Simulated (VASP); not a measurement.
# SrTiO3 (Tausonite) (Pm-3m) in VASP: settings compared, part 2 of 2

VASP 6.6.1.

### 3 Relaxation of cell and atoms, LDA

This run uses another cell than the first one, of 11.91 Å³/atom, 0.978 times its volume.

Input file INCAR:

```
SYSTEM = SrTiO3
PREC = Accurate ; ENCUT = 600
EDIFF = 1E-6 ; ISMEAR = 0
SIGMA = 0.03 ; LREAL = .False.
LASPH = .True. ; NELM = 80
ALGO = Normal ; ISIF = 3
LWAVE = .False. ; LCHARG = .False.
IBRION = 2 ; NSW = 90
EDIFFG = -0.01
```

Input file KPOINTS:

```
Automatic mesh
0
Gamma
  8 8 8
  0 0 0
```

Input file POSCAR:

```
SrTiO3
1.0
    3.9052800000      0.0000000000      0.0000000000
    0.0000000000      3.9052800000      0.0000000000
    0.0000000000      0.0000000000      3.9052800000
Sr Ti O
1 1 3
Direct
    0.5000000000      0.5000000000      0.5000000000
    0.0000000000      0.0000000000      0.0000000000
    0.5000000000      0.0000000000      0.0000000000
    0.0000000000      0.5000000000      0.0000000000
    0.0000000000      0.0000000000      0.5000000000
```

Potentials or basis: VASP PAW LDA potentials, release 64 (Sr_sv, Ti_sv, O).

On the command line:

```sh
$ cat potpaw_LDA.64/Sr_sv/POTCAR potpaw_LDA.64/Ti_sv/POTCAR potpaw_LDA.64/O/POTCAR > POTCAR
$ mpirun -np 1 vasp_std > vasp.out
```

OUTCAR:

```text
SYSTEM = SrTiO3
   PREC = Accurate
   ENCUT = 600
   EDIFF = 1E-6
   ISMEAR = 0
   LREAL = .False.
   LASPH = .True.
   NELM = 80
   ISIF = 3
   IBRION = 2
   NSW = 90
   EDIFFG = -0.01

 ion  position               nearest neighbor table
   1  0.500  0.500  0.500-   3 2.76   4 2.76   5 2.76   3 2.76   4 2.76   3 2.76   5 2.76   3 2.76
                             4 2.76   5 2.76   4 2.76   5 2.76   2 3.38   2 3.38   2 3.38   2 3.38
   2  0.000  0.000  0.000-   3 1.95   4 1.95   5 1.95   5 1.95   4 1.95   3 1.95   1 3.38   1 3.38
                             1 3.38   1 3.38   1 3.38   1 3.38   1 3.38   1 3.38
   3  0.500  0.000  0.000-   2 1.95   2 1.95   1 2.76   1 2.76   1 2.76   1 2.76
   4  0.000  0.500  0.000-   2 1.95   2 1.95   1 2.76   1 2.76   1 2.76   1 2.76
   5  0.000  0.000  0.500-   2 1.95   2 1.95   1 2.76   1 2.76   1 2.76   1 2.76

  LATTYP: Found a simple cubic cell.
 ALAT       =     3.9052800000
[... 275 lines left out ...]
  free energy    TOTEN  =       -44.18978184 eV

  energy without entropy =      -44.18978184  energy(sigma->0) =      -44.18978184

 E-fermi :   4.3071     XC(G=0): -11.9768

 val. band max:        4.1681019064   @ k =   0.5000   0.5000   0.5000
 cond. band min:       5.9781037374   @ k =   0.0000   0.0000   0.0000
 fundamental gap:      1.8100018310
 Fermi energy:         4.3070912864

 k-point     1 :       0.0000    0.0000    0.0000
  band No.  band energies     occupation
      1     -51.4172      2.00000
      2     -28.2228      2.00000
      3     -28.0946      2.00000
      4     -28.0946      2.00000
      5     -28.0946      2.00000
      6     -13.0892      2.00000
[... 637 lines left out ...]
     23       8.4579      0.00000
     24      10.2808      0.00000

 [... further k-points ...]

------------------------ aborting loop because EDIFF is reached ----------------------------------------

  FORCE on cell =-STRESS in cart. coord.  units (eV):
  Direction    XX          YY          ZZ          XY          YZ          ZX
  --------------------------------------------------------------------------------------
  -------------------------------------------------------------------------------------
  Total       -0.0217397     -0.0217397     -0.0217397     -0.0000000     -0.0000000      0.0000000
  in kB       -0.6055733     -0.6055733     -0.6055733     -0.0000000     -0.0000000      0.0000000
  external PRESSURE =      -0.6055733 kB  Pullay stress =       0.0000000 kB
[... 20 lines left out ...]
  FREE ENERGIE OF THE ION-ELECTRON SYSTEM (eV)
  ---------------------------------------------------
  free  energy   TOTEN  =       -44.1897818415 eV

  energy  without entropy=      -44.1897818415  energy(sigma->0) =      -44.18978184

 reached required accuracy - stopping structural energy minimisation
```

OSZICAR:

```text
N       E                     dE             d eps       ncg     rms          rms(c)
DAV:   1     0.458313201065E+03    0.45831E+03   -0.23024E+04  1680   0.200E+03
DAV:   2    -0.597342787802E+01   -0.46429E+03   -0.45626E+03  2040   0.516E+02
DAV:   3    -0.518941446030E+02   -0.45921E+02   -0.43623E+02  2088   0.152E+02
[... 32 lines left out ...]
DAV:   6    -0.441890676050E+02   -0.24744E-02   -0.60689E-03  2264   0.452E-01    0.200E-01
DAV:   7    -0.441896804657E+02   -0.61286E-03   -0.15304E-03  2712   0.204E-01    0.702E-02
DAV:   8    -0.441897663454E+02   -0.85880E-04   -0.11613E-04  1992   0.892E-02    0.190E-02
DAV:   9    -0.441897810016E+02   -0.14656E-04   -0.82533E-05  2488   0.616E-02    0.498E-03
DAV:  10    -0.441897818415E+02   -0.83983E-06   -0.85016E-06  1664   0.209E-02
   3 F= -.44189782E+02 E0= -.44189782E+02  d E =-.435427E-01
```

CONTCAR:

```text
SrTiO3
   1.00000000000000
     3.8601041381171819   -0.0000000000000000    0.0000000000000000
     0.0000000000000000    3.8601041381171819    0.0000000000000000
    -0.0000000000000000   -0.0000000000000000    3.8601041381171819
  Sr              Ti              O
     1     1     3
Direct
     0.5000000000000000    0.5000000000000000    0.5000000000000000
     0.0000000000000000    0.0000000000000000    0.0000000000000000
     0.5000000000000000    0.0000000000000000    0.0000000000000000
     0.0000000000000000    0.5000000000000000    0.0000000000000000
     0.0000000000000000    0.0000000000000000    0.5000000000000000

  0.00000000E+00  0.00000000E+00  0.00000000E+00
  0.00000000E+00  0.00000000E+00  0.00000000E+00
  0.00000000E+00  0.00000000E+00  0.00000000E+00
  0.00000000E+00  0.00000000E+00  0.00000000E+00
  0.00000000E+00  0.00000000E+00  0.00000000E+00
```

Run time: 95 s. Hardware: 1 thread of Intel Xeon Platinum 8259CL at 2.50GHz (Skylake/Cascade Lake), shared host; peak memory 0.21 GiB.

What came out:

| Item | Value |
| --- | --- |
| Free energy | -44.1898 eV |
| Relaxed volume | 11.50 Å³/atom |
| Relaxed cell | a = 3.860 Å, b = 3.860 Å, c = 3.860 Å, α = 90.00°, β = 90.00°, γ = 90.00° |
| Space group after relaxing (to 0.05 Å) | Pm-3m (No. 221) |
| Energy gained by relaxing | 8.7 meV/atom |
| Ionic steps | 3 |
| Pressure after relaxing | -0.1 GPa |
| Band gap on the k mesh | 1.81 eV, indirect (least direct gap 2.15 eV) |

The path:
```csv
step,energy change (eV),largest force (eV/Å),pressure (GPa),volume (Å³)
1,0.0000,0.0000,-6.66,59.56
2,0.0079,0.0000,8.11,55.39
3,-0.0435,0.0000,-0.06,57.52
```

Final structure:
```
Sr Ti O
1.0
     3.86010    0.00000    0.00000
     0.00000    3.86010    0.00000
     0.00000    0.00000    3.86010
Sr Ti O
1 1 3
Direct
  0.50000 0.50000 0.50000
  0.00000 0.00000 0.00000
  0.50000 0.00000 0.00000
  0.00000 0.50000 0.00000
  0.00000 0.00000 0.50000
```

A k mesh can miss the band edges. Zero-point motion and thermal expansion aren't in these numbers.

### 4 Relaxation of cell and atoms, LDA

This run uses another cell than the first one, of 11.50 Å³/atom, 0.944 times its volume.

Input file INCAR:

```
SYSTEM = SrTiO3
PREC = Accurate ; ENCUT = 600
EDIFF = 1E-7 ; ISMEAR = 0
SIGMA = 0.03 ; LREAL = .False.
LASPH = .True. ; NELM = 80
ALGO = Normal ; ISIF = 3
LWAVE = .False. ; LCHARG = .False.
IBRION = 2 ; NSW = 90
EDIFFG = -0.005
```

KPOINTS is that of step 3.

Input file POSCAR:

```
SrTiO3                                  
1.0
    3.8601041381     -0.0000000000      0.0000000000
    0.0000000000      3.8601041381      0.0000000000
   -0.0000000000     -0.0000000000      3.8601041381
  Sr              Ti              O             
     1     1     3
Direct
     0.5000000000000000    0.5000000000000000    0.5000000000000000
     0.0000000000000000    0.0000000000000000    0.0000000000000000
     0.5000000000000000    0.0000000000000000    0.0000000000000000
     0.0000000000000000    0.5000000000000000    0.0000000000000000
     0.0000000000000000    0.0000000000000000    0.5000000000000000
```

On the command line:

```sh
$ cat potpaw_LDA.64/Sr_sv/POTCAR potpaw_LDA.64/Ti_sv/POTCAR potpaw_LDA.64/O/POTCAR > POTCAR
$ mpirun -np 1 vasp_std > vasp.out
```

Run time: 43 s. Hardware: 1 thread of Intel Xeon Platinum 8259CL at 2.50GHz (Skylake/Cascade Lake), shared host; peak memory 0.2 GiB.

It converged, with:

* Free energy: -44.1847 eV
* Pressure after relaxing: 0.0 GPa
* Band gap on the k mesh: 1.81 eV, indirect (least direct gap 2.15 eV)

Final structure:
```
Sr Ti O
1.0
     3.86010    0.00000    0.00000
     0.00000    3.86010    0.00000
     0.00000    0.00000    3.86010
Sr Ti O
1 1 3
Direct
  0.50000 0.50000 0.50000
  0.00000 0.00000 0.00000
  0.50000 0.00000 0.00000
  0.00000 0.50000 0.00000
  0.00000 0.00000 0.50000
```

Levels at points of the mesh, in eV from the valence-band top:
```tsv
k point	band 17	band 18	band 19	band 20	band 21	band 22	band 23	band 24
(0.00, 0.00, 0.00)	-1.25	-0.34	-0.34	-0.34	1.81	1.81	1.81	4.57
(0.50, 0.00, 0.00)	-2.49	-2.16	-0.73	-0.73	2.01	3.92	3.92	4.61
(0.50, 0.50, 0.00)	-1.71	-1.62	-1.62	-0.10	3.93	3.93	4.39	5.64
(0.50, 0.50, 0.50)	-3.88	0.00	0.00	0.00	4.65	4.65	4.65	6.98
```

Caveat: the relaxation stopped at its first step, so nothing moved.
